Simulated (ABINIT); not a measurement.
Runs of ABINIT 10.8.3 (patched build) on MgTe. The structure is cubic, space group F-43m (No. 216). Conventional cell: a = 6.464 Å, b = 6.464 Å, c = 6.464 Å, α = 90.00°, β = 90.00°, γ = 90.00°. Around Te (site symmetry -43m) lie 4 Mg at 2.80 Å. Around Mg (site symmetry -43m) lie 4 Te at 2.80 Å. The cell comes from a database or a generator and needn't be the stable form of this composition.

| task | level | potentials or basis | k mesh | cutoff (eV) | smearing | fine-grid cutoff | V0 of scaled cells (Å³/atom) | B0 (GPa) |
| --- | --- | --- | --- | --- | --- | --- | --- | --- |
| equation of state | revPBE | JTH PAW PBE v2.0 | 7 × 7 × 7 | 626 | fermi-dirac 0.05 eV | 1224.51 eV | 35.33 | 35 |
| equation of state | PBEsol | JTH PAW PBE v2.0 | 7 × 7 × 7 | 626 | fermi-dirac 0.05 eV | 1224.51 eV | (c) | (b) |
| equation of state | PW91 | JTH PAW PBE v2.0 | 7 × 7 × 7 | 626 | fermi-dirac 0.05 eV | 1224.51 eV | 34.40 | (a) |
| equation of state | LDA | JTH PAW PBE v2.0 | 7 × 7 × 7 | 626 | fermi-dirac 0.05 eV | 1224.51 eV | 32.50 | 38 |

Alike in all rows: no spin polarisation; cell as given.

Question: Estimate the missing entries.

Answer: (a) 36; (b) 37; (c) 33.47.

Caveats: pressures at fixed basis lie under the slope of the energies; the PAW data sets were made with another functional, which shifts forces and pressure a little.
